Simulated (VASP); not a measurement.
# Fe (P6_3/mmc) in VASP: notebook

Runs on Fe. Level: PBE. Tasks: single point.

Everything below comes from runs of VASP 6.6.1. Logs are shortened: lines on timing, memory, paths and dates and some standing lists are left out, and cuts for length are marked.

### Step 1. The cell of the first run

The structure is hexagonal, space group P6_3/mmc (No. 194). The conventional cell has a = 2.466 Å, b = 2.466 Å, c = 3.892 Å, α = 90.00°, β = 90.00°, γ = 120.00°. Around Fe (site symmetry -6m2) lie 12 Fe at 2.41 to 2.47 Å.

This isn't the form of Fe at room conditions, which is bcc.

### Step 2. Single point, PBE, collinear spin, typed start (volume scaled by 1.04)

Contents of INCAR:

```
ALGO = Fast
EDIFF = 1E-7
ENCUT = 520
GGA = PE
ISIF = 2
ISMEAR = -1
ISPIN = 2
LASPH = True
LCHARG = False
LMAXMIX = 4
LORBIT = 11
LREAL = False
LWAVE = False
MAGMOM = 3 3
NBANDS = 19
NELM = 150
PREC = Accurate
SIGMA = 0.05
```

Contents of KPOINTS:

```
k-points
0
Gamma
  12 12 7
```

Contents of POSCAR:

```
Fe
1.0
    2.4661896479      0.0000000000      0.0000000000
   -1.2330948240      2.1357828857      0.0000000000
    0.0000000000      0.0000000000      3.8924920371
Fe
2
Direct
    0.6666666667      0.3333333333      0.7500000000
    0.3333333333      0.6666666667      0.2500000000
```

Potentials or basis: VASP PAW PBE potentials, release 64 (Fe).

The run is started by

```console
> cat potpaw_PBE.64/Fe/POTCAR > POTCAR
> mpirun -np 1 vasp_std > vasp.out
```

OUTCAR:

```text
EDIFF = 1E-7
   ENCUT = 520
   GGA = PE
   ISIF = 2
   ISMEAR = -1
   ISPIN = 2
   LASPH = True
   LORBIT = 11
   LREAL = False
   NELM = 150
   PREC = Accurate

 ion  position               nearest neighbor table
   1  0.667  0.333  0.750-   2 2.41   2 2.41   2 2.41   2 2.41   2 2.41   2 2.41
   2  0.333  0.667  0.250-   1 2.41   1 2.41   1 2.41   1 2.41   1 2.41   1 2.41

  LATTYP: Found a hexagonal cell.
 ALAT       =     2.4661896479
 C/A-ratio  =     1.5783425417

  Lattice vectors:

 A1 = (   2.4661896479,   0.0000000000,   0.0000000000)
 A2 = (  -1.2330948240,   2.1357828857,   0.0000000000)
 A3 = (   0.0000000000,   0.0000000000,   3.8924920371)

Analysis of symmetry for initial positions (statically):
=====================================================================
 Subroutine PRICEL returns:
 Original cell was already a primitive cell.

 Routine SETGRP: Setting up the symmetry group for a
 hexagonal supercell.

 Subroutine GETGRP returns: Found 24 space group operations
 (whereof 12 operations were pure point group operations)
 out of a pool of 24 trial point group operations.

The static configuration has the point symmetry D_3d.
 The point group associated with its full space group is D_6h.

Analysis of symmetry for dynamics (positions and initial velocities):
=====================================================================
 Subroutine PRICEL returns:
 Original cell was already a primitive cell.

 Routine SETGRP: Setting up the symmetry group for a
 hexagonal supercell.

 Subroutine GETGRP returns: Found 24 space group operations
 (whereof 12 operations were pure point group operations)
 out of a pool of 24 trial point group operations.

The dynamic configuration has the point symmetry D_3d.
 The point group associated with its full space group is D_6h.

Analysis of structural, dynamic, and magnetic symmetry:
=====================================================================
 Subroutine PRICEL returns:
 Original cell was already a primitive cell.

 Routine SETGRP: Setting up the symmetry group for a
 hexagonal supercell.

 Subroutine GETGRP returns: Found 24 space group operations
 (whereof 12 operations were pure point group operations)
 out of a pool of 24 trial point group operations.

The overall configuration has the point symmetry D_3d.
 The point group associated with its full space group is D_6h.

 Subroutine INISYM returns: Found 24 space group operations
 (whereof 12 operations are pure point group operations),
 and found     1 'primitive' translations

----------------------------------------------------------------------------------------

                                     Primitive cell

  volume of cell :      20.5027

  direct lattice vectors                    reciprocal lattice vectors
     2.466189648  0.000000000  0.000000000     0.405483820  0.234106193  0.000000000
    -1.233094824  2.135782886  0.000000000     0.000000000  0.468212386  0.000000000
     0.000000000  0.000000000  3.892492037     0.000000000  0.000000000  0.256904829

  length of vectors
     2.466189648  2.466189648  3.892492037     0.468212386  0.468212386  0.256904829

  position of ions in fractional coordinates (direct lattice)
     0.666666667  0.333333333  0.750000000
     0.333333333  0.666666667  0.250000000

  ion indices of the primitive-cell ions
   primitive index   ion index
                 1           1
                 2           2

----------------------------------------------------------------------------------------

 KPOINTS: k-points

Automatic generation of k-mesh.
 Grid dimensions read from file:
 generate k-points for:   12   12    7

 Generating k-lattice:

  Cartesian coordinates                     Fractional coordinates (reciprocal lattice)
     0.033790318  0.019508849  0.000000000     0.083333333  0.000000000  0.000000000
     0.000000000  0.039017699  0.000000000     0.000000000  0.083333333  0.000000000
     0.000000000  0.000000000  0.036700690     0.000000000  0.000000000  0.142857143

  Length of vectors
     0.039017699  0.039017699  0.036700690

  Shift w.r.t. Gamma in fractional coordinates (k-lattice)
     0.000000000  0.000000000  0.000000000

 Subroutine IBZKPT returns following result:
 ===========================================

 Found     76 irreducible k-points:

 Following reciprocal coordinates:
            Coordinates               Weight
  0.000000  0.000000  0.000000      1.000000
  0.083333  0.000000  0.000000      6.000000
  0.166667  0.000000  0.000000      6.000000
  0.250000  0.000000  0.000000      6.000000
  0.333333 -0.000000  0.000000      6.000000
  0.416667  0.000000  0.000000      6.000000
[... 16 lines left out ...]
  0.250000  0.000000  0.142857     12.000000
  0.333333 -0.000000  0.142857     12.000000
 [... further k-points ...]
   k-points           NKPTS =     76   k-points in BZ     NKDIM =     76   number of bands    NBANDS=     19
   number of dos      NEDOS =    301   number of ions     NIONS =      2
   total plane-waves  NPLWV =   9720
   dimension x,y,z NGX =    18 NGY =   18 NGZ =   30
   dimension x,y,z NGXF=    36 NGYF=   36 NGZF=   60
   ions per type =               2
   NGX,Y,Z   is equivalent  to a cutoff of  12.13, 12.13, 12.81 a.u.
   NGXF,Y,Z  is equivalent  to a cutoff of  24.27, 24.27, 25.63 a.u.
 SYSTEM =  unknown system
   PREC   = accura    normal or accurate (medium, high low for compatibility)
   ISTART =      0    job   : 0-new  1-cont  2-samecut
   ICHARG =      2    charge: 1-file 2-atom 10-const
   ISPIN  =      2    spin polarized calculation?
   LNONCOLLINEAR =      F non collinear calculations
   LSORBIT =      F    spin-orbit coupling
   LASPH  =      T    aspherical Exc in radial PAW
   ENCUT  =  520.0 eV  38.22 Ry    6.18 a.u.   4.59  4.59  7.24*2*pi/ulx,y,z
   NELM   =    150;   NELMIN=  2; NELMDL= -5     # of ELM steps
   EDIFF  = 0.1E-06   stopping-criterion for ELM
   LREAL  =      F    real-space projection
[... 7 lines left out ...]
   TEBEG  =    0.0;   TEEND  =   0.0 temperature during run
   PSTRESS=    0.0 pullay stress
   NELECT =      16.0000    total number of electrons
   NUPDOWN=      -1.0000    fix difference up-down
   EMIN   =  10.00;   EMAX   =-10.00  energy-range for DOS
   EFERMI =   0.00;   METHOD = LEGACY
   ISMEAR =    -1;   SIGMA  =   0.05  broadening in eV -4-tet -1-fermi 0-gaus
   EFERMI_NEDOS =   21; number of points for ismear=-14 and -15
   IALGO  =     68    algorithm
   IMIX   =      4    mixing-type and parameters
     AMIX     =   0.40;   BMIX     =  1.00
     AMIX_MAG =   1.60;   BMIX_MAG =  1.00
  volume/ion in A,a.u.               =      10.25        69.18
  Fermi-wavevector in a.u.,A,eV,Ry     =   1.507224  2.848240 30.908673  2.271723
  Thomas-Fermi vector in A             =   2.617838
   LORBIT       =     11    0 simple, 1 ext, 2 COOP (PROOUT), +10 PAW based schemes
   GGA     = PE    functional components
   LHFCALC =     F    Hartree Fock is set to
   AEXX    =    0.0000 exact exchange contribution
   IVDW    =     0    specifies the selected vdW correction
   LEPSILON=     F    determine dielectric tensor
   LRPA    =     F    only Hartree local field effects (RPA)
 spin polarized calculation
 RMM-DIIS sequential band-by-band and
  energy-cutoff  :      520.00
  volume of cell :       20.50
 maximum number of plane-waves:       573
   NGX =  9   NGY =  9   NGZ = 15

 number of electron      16.0000003 magnetization      -0.0015357

 number of electron      16.0000003 magnetization       0.0000420

 Free energy of the ion-electron system (eV)
  ---------------------------------------------------
  ext. energy  EPLUGINS =         0.00000000
  ---------------------------------------------------
  free energy    TOTEN  =       -16.31960158 eV

  energy without entropy =      -16.29901144  energy(sigma->0) =      -16.30930651

 E-fermi :   6.8620     XC(G=0): -13.7561

 val. band max:        6.8448523701   @ k =   0.3333   0.3333   0.2857
 cond. band min:       6.8661416049   @ k =   0.3333   0.2500   0.2857
 fundamental gap:      0.0212892349
 Fermi energy:         6.8620110570

 spin component 1

 k-point     1 :       0.0000    0.0000    0.0000
  band No.  band energies     occupation
      1      -2.0413      1.00000
      2       1.9491      1.00000
      3       5.2072      1.00000
      4       5.2072      1.00000
      5       5.3462      1.00000
      6       5.6705      1.00000
[... 11 lines left out ...]
     18      33.2991      0.00000
     19      33.8070      0.00000

 k-point     2 :       0.0833    0.0000    0.0000
  band No.  band energies     occupation
      1      -1.7855      1.00000
      2       2.1133      1.00000
      3       4.9191      1.00000
      4       5.3501      1.00000
      5       5.5572      1.00000
      6       5.6246      1.00000
[... 476 lines left out ...]
 k-point    24 :       0.3333   -0.0000    0.1429
  band No.  band energies     occupation
      1       1.3267      1.00000
      2       2.8392      1.00000
      3       3.2897      1.00000
      4       4.1855      1.00000
      5       5.2213      1.00000
      6       5.2780      1.00000
[... 11 lines left out ...]
     18      30.6562      0.00000
     19      31.9911      0.00000

 [... further k-points ...]

 spin component 2

 k-point     1 :       0.0000    0.0000    0.0000
  band No.  band energies     occupation
      1      -2.0414      1.00000
      2       1.9491      1.00000
      3       5.2073      1.00000
      4       5.2073      1.00000
      5       5.3463      1.00000
      6       5.6706      1.00000
[... 11 lines left out ...]
     18      33.2994      0.00000
     19      33.8070      0.00000

 k-point     2 :       0.0833    0.0000    0.0000
  band No.  band energies     occupation
      1      -1.7856      1.00000
      2       2.1133      1.00000
      3       4.9192      1.00000
      4       5.3501      1.00000
      5       5.5573      1.00000
      6       5.6247      1.00000
[... 476 lines left out ...]
 k-point    24 :       0.3333   -0.0000    0.1429
  band No.  band energies     occupation
      1       1.3266      1.00000
      2       2.8393      1.00000
      3       3.2897      1.00000
      4       4.1855      1.00000
      5       5.2213      1.00000
      6       5.2781      1.00000
[... 11 lines left out ...]
     18      30.6561      0.00000
     19      31.9910      0.00000

 [... further k-points ...]
[... 5 lines left out ...]
  --------------------------------------------------------------------------------------
  -------------------------------------------------------------------------------------
  Total       -0.3279898     -0.3279898     -0.1550939      0.0000000      0.0000000     -0.0000000
  in kB      -25.6306526    -25.6306526    -12.1197589      0.0000000      0.0000000     -0.0000000
  external PRESSURE =     -21.1270214 kB  Pullay stress =       0.0000000 kB

 VOLUME and BASIS-vectors are now :
 -----------------------------------------------------------------------------
  energy-cutoff  :      520.00
  volume of cell :       20.50
      direct lattice vectors                 reciprocal lattice vectors
     2.466189648  0.000000000  0.000000000     0.405483820  0.234106193  0.000000000
    -1.233094824  2.135782886  0.000000000     0.000000000  0.468212386  0.000000000
     0.000000000  0.000000000  3.892492037     0.000000000  0.000000000  0.256904829

 POSITION                                       TOTAL-FORCE (eV/Angst)
 -----------------------------------------------------------------------------------
      1.23309      0.71193      2.91937        -0.000000      0.000000      0.000000
     -0.00000      1.42386      0.97312         0.000000     -0.000000      0.000000
 -----------------------------------------------------------------------------------
    total drift:                                0.000000     -0.000000     -0.000000

  FREE ENERGIE OF THE ION-ELECTRON SYSTEM (eV)
  ---------------------------------------------------
  free  energy   TOTEN  =       -16.3196015793 eV

  energy  without entropy=      -16.2990114369  energy(sigma->0) =      -16.30930651

 total charge

# of ion       s       p       d       tot
------------------------------------------
    1        0.532   0.629   6.335   7.496
    2        0.532   0.629   6.335   7.496
--------------------------------------------------
tot          1.065   1.258  12.670  14.993

 magnetization (x)

# of ion       s       p       d       tot
------------------------------------------
    1       -0.000  -0.000   0.000   0.000
    2       -0.000  -0.000   0.000   0.000
--------------------------------------------------
tot         -0.000  -0.000   0.000   0.000
```

It took 60 s on 1 thread of Intel Xeon Platinum 8259CL at 2.50GHz (Skylake/Cascade Lake), shared host; peak memory 0.16 GiB.

Results:

```yaml
Free_energy: -16.3196 eV
Pressure: -2.1 GPa
Band_gap_on_the_k_mesh: none (metal or under the smearing width)
Net_moment: 0.00 μB per cell
Valence_electrons_inside_the_program's_atomic_spheres: Fe 7.50
```

Caveat: the starting moments collapsed, and a magnetic state may lie lower.

### Step 3. Single point, PBE, collinear spin, typed start (volume scaled by 0.96)

Contents of INCAR:

```
  PREC = Accurate
  ENCUT = 520
  EDIFF = 1E-7
  ISMEAR = -1
  SIGMA = 0.05
  LREAL = False
  LASPH = True
  NELM = 150
  ALGO = Fast
  ISIF = 2
  LWAVE = False
  LCHARG = False
  ISPIN = 2
  MAGMOM = 3 3
  LORBIT = 11
  LMAXMIX = 4
  GGA = PE
  NBANDS = 19
```

Contents of KPOINTS:

```
Automatic mesh
0
Gamma
  12 12 7
```

Contents of POSCAR:

```
Fe
1.0
    2.4012595311      0.0000000000      0.0000000000
   -1.2006297656      2.0795517550      0.0000000000
    0.0000000000      0.0000000000      3.7900100715
Fe
2
Direct
    0.6666666667      0.3333333333      0.7500000000
    0.3333333333      0.6666666667      0.2500000000
```

Potentials or basis: VASP PAW PBE potentials, release 64 (Fe).

The run is started by

```console
> cat potpaw_PBE.64/Fe/POTCAR > POTCAR
> mpirun -np 1 vasp_std > vasp.out
```

Wall time 67 s (1 thread of Intel Xeon Platinum 8259CL at 2.50GHz (Skylake/Cascade Lake), shared host); peak memory 0.15 GiB.

It converged, with:

* Free energy: -16.2180 eV
* Pressure: 24.8 GPa
* Band gap on the k mesh: none (metal or under the smearing width)
* Net moment: 0.00 μB per cell
* Valence electrons inside the program's atomic spheres: Fe 7.71

Stress tensor (GPa, compression positive):
```
23.82  0.00  0.00
 0.00 23.82  0.00
 0.00  0.00 26.64
```

Levels at points of the mesh, in eV from the Fermi level:
Spin up:
```
           k point  band 4  band 5  band 6  band 7  band 8  band 9  band 10  band 11  band 12  band 13
(0.00, 0.00, 0.00)   -1.87   -1.71   -1.34   -1.34   -0.97   -0.97     0.57     0.77     0.77     9.56
(0.50, 0.00, 0.00)   -2.24   -2.21   -1.70   -1.19    0.88    1.14     1.18     2.91     5.25    11.98
```
Spin down:
```
           k point  band 4  band 5  band 6  band 7  band 8  band 9  band 10  band 11  band 12  band 13
(0.00, 0.00, 0.00)   -1.87   -1.71   -1.34   -1.34   -0.97   -0.97     0.57     0.77     0.77     9.56
(0.50, 0.00, 0.00)   -2.24   -2.21   -1.70   -1.19    0.88    1.14     1.18     2.91     5.25    11.98
```

Caveat: the starting moments collapsed, and a magnetic state may lie lower; so large a pressure means that the cell lies far from this level's equilibrium, or that cutoff or potentials fall short.
